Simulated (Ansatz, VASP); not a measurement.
# One calculation of Te2Mo, two programs

Contents of INCAR:

```
SYSTEM = Te2Mo
PREC = Accurate
ENCUT = 520
EDIFF = 1E-7
ISMEAR = 0
SIGMA = 0.05
LREAL = .False.
LASPH = .True.
NELM = 80
ALGO = Fast
ISIF = 2
LWAVE = .False.
LCHARG = .False.
GGA = PE
NBANDS = 20
```

File KPOINTS:

```
Automatic mesh
0
Gamma
  6 6 4
  0 0 0
```

File POSCAR:

```
Te2Mo
1.0
    3.5194545122      0.0000000000      0.0000000000
   -1.7597272561      3.0479370150      0.0000000000
    0.0000000000      0.0000000000      7.2144528865
Mo Te
1 2
Direct
    0.0000000000      0.0000000000      0.0000000000
    0.3333333333      0.6666666667      0.2534156080
    0.6666666667      0.3333333333      0.7465843920
```

Input for Ansatz:

```yaml
crystal:
  lattice:
    - [3.5194545122, 0.0, 0.0]
    - [-1.7597272561, 3.047937015, 0.0]
    - [0.0, 0.0, 7.2144528865]
  atoms:
    - { symbol: Mo, position: [0.0, 0.0, 0.0] }
    - { symbol: Te, position: [0.3333333333, 0.6666666667, 0.253415608] }
    - { symbol: Te, position: [0.6666666667, 0.3333333333, 0.746584392] }
kpoints:
  mp_grid: { grid: [6, 6, 4] }
hamiltonian:
  xc: pbe
scf:
  occupations: { method: gaussian, width: 0.05 }
  n_extra_bands: 4
output:
  forces: true
  stress: true
  eigenvalues: true
```

Alike in both runs: task single point; functional PBE; k mesh 6 × 6 × 4; occupations gaussian, width 0.05 eV; no spin polarisation.

```csv
,VASP,Ansatz
version,VASP 6.6.1,Ansatz 0.2.0
potentials or method,"VASP PAW PBE potentials, release 64 (Mo_sv, Te)",plane waves
plane-wave cutoff (eV),520,420
valence electrons in the cell,26,46
```

Ansatz gave:

```
pressure (GPa)                                  : 1.9
largest component of the traceless stress (GPa) : 1.39
rms of the force components (eV/Å)              : 0.114
```

Which values does VASP return?

Pressure (GPa): 1.9; largest component of the traceless stress (GPa): 1.44; rms of the force components (eV/Å): 0.120.

Atom by atom the forces differ by 0.006 eV/Å (rms over components). The two sets of potentials don't hold the same shells in valence.

Caveats: this functional lacks dispersion, which binds the layers, so the pressure and a relaxed spacing across them are unreliable. Spin-orbit coupling is left out, which matters for the levels of Te.
